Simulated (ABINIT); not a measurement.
Wanted: the native input for an ABINIT 10.8.3 (patched build) run.

```
Task                : equation of state
Functional          : AM05
Potentials or basis : JTH PAW PBE v2.0
Cutoff              : 517 eV
k mesh              : 10 × 10 × 10
Occupations         : fermi-dirac, width 0.05 eV
Spin                : no spin polarisation
Fine-grid cutoff    : 1034.03 eV
```

Crystal: Sb.

```
Sb
1.0
     0.00000    2.37124    2.37124
     2.37124    0.00000    2.37124
     2.37124    2.37124    0.00000
Sb
1
Direct
  0.00000 0.00000 0.00000
```

This isn't the form of Sb at room conditions, which is rhombohedral.

One way to write it, as run:

run.abi

```
ndtset 7
getwfk -1
scalecart1 3*0.9795861087
scalecart2 3*0.9864848297
scalecart3 3*0.9932883884
scalecart4 3*1.0000000000
scalecart5 3*1.0066227096
scalecart6 3*1.0131594038
scalecart7 3*1.0196128224

pp_dirpath "./"
pseudos "Sb.GGA_PBE-JTH.xml"

acell 3.3534433337 3.3534433337 3.3534433337 Angstrom
rprim
     0.0000000000     0.7071067812     0.7071067812
     0.7071067812     0.0000000000     0.7071067812
     0.7071067812     0.7071067812     0.0000000000
ntypat 1
znucl 51
natom 1
typat 1
xred
     0.0000000000     0.0000000000     0.0000000000

ecut 19.0
pawecutdg 38.0
pawxcdev 0

kptopt 1
ngkpt 10 10 10
nshiftk 1
shiftk 0.0 0.0 0.0

ixc -120135

nband 12
occopt 3
tsmear 0.05 eV

nstep 100
tolvrs 1.0e-9

iomode 3
prtwf 1
prtden 0
prteig 0
prtebands 0
enunit 1
```

Potentials or basis: JTH PAW PBE v2.0.

Launch:

```bash
$ abinit run.abi > log 2>&1
```

It gave:

* Equilibrium volume: 25.98 Å³/atom
* Bulk modulus: 63 GPa
* Pressure derivative of the bulk modulus: 3.6 (rough: it moves with the points fitted)

Caveat: pressures at fixed basis lie under the slope of the energies; the PAW data sets were made with another functional, which shifts forces and pressure a little.

It took 71 s on 1 thread of Arm Neoverse V2, with other jobs on the host, peak memory 0.13 GiB.
